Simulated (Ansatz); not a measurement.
**Convex hull of Be–Se**

Theory: DFT PBE, scalar-relativistic, plane waves, PAW (Ansatz 0.2.0). Settings: cutoff 420 eV, Γ-centred meshes spaced at most about 0.3 Å⁻¹, and about 0.25 Å⁻¹ or finer for metals (2π included), Gaussian smearing. No spin polarisation.

Energies over the elements count from the elements' standard structures at the same level, with no fitted energy shifts.

Temperature and zero-point effects are left out. No dispersion correction is applied, so the spacing and binding between layers, chains or molecules are poorly described (Be3Se2 P6/mmm, Be2Se3 P1). Kohn–Sham gaps at this level usually fall short of measured ones. The reference form of Se is held partly by dispersion forces, which this level lacks.

Database cells and invented structures were relaxed alike (other known phases may be missing); the table has the lowest at each composition.

```csv
phase,lowest structure,reached from,V (Å³/atom),ΔE_f (eV/atom),above hull (eV/atom),gap on mesh (eV)
Be4Se,P-43m (No. 215),ordered vacancies on the anion sites of cuprite,12.8,0.396,0.715,0.00
Be2Se,C2/m (No. 12),"a relaxed cell, shaken at random and relaxed again",15.0,-0.114,0.417,0.00
Be3Se2,P6/mmm (No. 191),random cell,31.9,0.734,1.371,0.00
BeSe,F-43m (No. 216),a cell as deposited in COD,17.4,-0.797,0.000,2.67
Be2Se3,P1 (No. 1),"a relaxed cell, shaken at random and relaxed again",20.9,-0.426,0.211,1.01
BeSe2,F-43m (No. 216),random cell,20.6,0.821,1.352,0.00
```

On the hull of the phases computed: BeSe.

Be2Se3 in this cell would release 211 meV/atom by parting into 20.0 % Se + 80.0 % BeSe (shares of atoms). Be2Se in this cell would release 0.42 eV/atom by parting into 33.3 % Be + 66.7 % BeSe (shares of atoms). Be4Se in this cell would release 0.72 eV/atom by parting into 60.0 % Be + 40.0 % BeSe (shares of atoms). Some structure types and database cells were kept out of the candidates from the start, so a known form may be missing.
